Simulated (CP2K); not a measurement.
The system is BN.

```
CELL_PARAMETERS angstrom
3.66930 0.00000 0.00000
2.81611 2.35229 0.00000
2.81611 1.02142 2.11896
ATOMIC_POSITIONS crystal
N 0.66724 0.66724 0.66724
B 0.00033 0.00033 0.00033
```

The cell is a database's computed one.

Base run:

- Program: CP2K 2026.2
- Functional: PBEsol
- Potentials or basis: POTENTIAL_UZH N GTH-PBE-q5, B GTH-PBE-q3; TZVP-MOLOPT-PBE-GTH basis
- Density cutoff: 6123 eV
- k mesh: 12 × 12 × 12
- Occupations: fermi-dirac, width 0.05 eV
- Spin: no spin polarisation

Its results: band gap on the k mesh 4.17 eV, indirect (least direct gap 4.60 eV).

**Question.** The run is repeated on the same cell with these changes: functional from PBEsol to TB-mBJ; density cutoff from 6123 eV to 9184 eV; cutoff of the grids from 450 Ry to 675 Ry. What comes out?

**Answer.** Band gap on the k mesh 4.91 eV, indirect (least direct gap 5.73 eV).

Caveats: the basis of atomic orbitals isn't converged, which shifts pressures, moduli and gaps; this is a model potential without an energy functional, so only levels have meaning (some runs).
